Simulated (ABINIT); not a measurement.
Crystal: Au.

```
CELL_PARAMETERS angstrom
0.00000 2.03500 2.03500
2.03500 0.00000 2.03500
2.03500 2.03500 0.00000
ATOMIC_POSITIONS crystal
Au 0.00000 0.00000 0.00000
```

Base run:

* Program: ABINIT 10.8.3 (patched build)
* Functional: BP86
* Potentials or basis: JTH PAW PBE v2.0
* Cutoff: 680 eV
* k mesh: 11 × 11 × 11
* Occupations: fermi-dirac, width 0.05 eV
* Spin: no spin polarisation

Its results: band gap on the k mesh none (metal or under the smearing width); pressure 12.6 GPa.

Task: After a change of settings the same cell gave: band gap on the k mesh none (metal or under the smearing width); pressure 11.4 GPa. Which change was it?
A. functional from BP86 to WC; potentials or basis from JTH PAW PBE v2.0 to PseudoDojo NC SR PBEsol v0.4.1 standard; cutoff from 680 eV to 1034 eV; valence electrons from 11 to 19
B. functional from BP86 to LDA-PZ; potentials or basis from JTH PAW PBE v2.0 to JTH PAW LDA v2.0
C. functional from BP86 to PBE; potentials or basis from JTH PAW PBE v2.0 to PseudoDojo NC SR PBE v0.5 stringent; cutoff from 680 eV to 1034 eV; valence electrons from 11 to 19
D. functional from BP86 to PW91

Result: D.

Caveats: the PAW data sets were made with another functional, which shifts forces and pressure a little; spin-orbit coupling is left out, which moves the levels of the heavy elements.
